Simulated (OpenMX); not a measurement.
The system is CdSe.

```
Cd Se
1.0
     0.00000    3.07027    3.07027
     3.07027    0.00000    3.07027
     3.07027    3.07027    0.00000
Cd Se
1 1
Direct
  0.99226 0.01044 0.00353
  0.26661 0.25053 0.23622
```

The cell comes from a database or a generator and needn't be the stable form of this composition.

The cell isn't the ideal one: atoms moved at random, drawn with an rms of 0.05 Å.

Base run:

```yaml
Program: OpenMX 3.8.5
Functional: PBE
Potentials_or_basis: OpenMX 2013 PBE set, Cd7.0-s3p2d2, Se7.0-s3p2d2, grid cutoff 260 Ry
k_mesh: 11 × 11 × 11
Occupations: fermi-dirac, width 0.05 eV
Spin: no spin polarisation
```

Its results: band gap on the k mesh 0.65 eV, direct; pressure 2.4 GPa; largest force 0.563 eV/Å.

Task: The run is repeated on the same cell with these changes: k mesh from 11 × 11 × 11 to 3 × 3 × 3. What comes out?

Result: Band gap on the k mesh 0.60 eV, direct; pressure 3.1 GPa; largest force 0.560 eV/Å.

Caveats: some runs use coarse meshes; the real-space grid is coarse for these elements, which adds noise of up to some 20 meV/atom to energies and shifts forces, pressures and volumes; the basis of atomic orbitals isn't converged, which shifts pressures, moduli and gaps; an odd mesh through Γ misses points on the zone boundary, where band edges often lie (some runs).
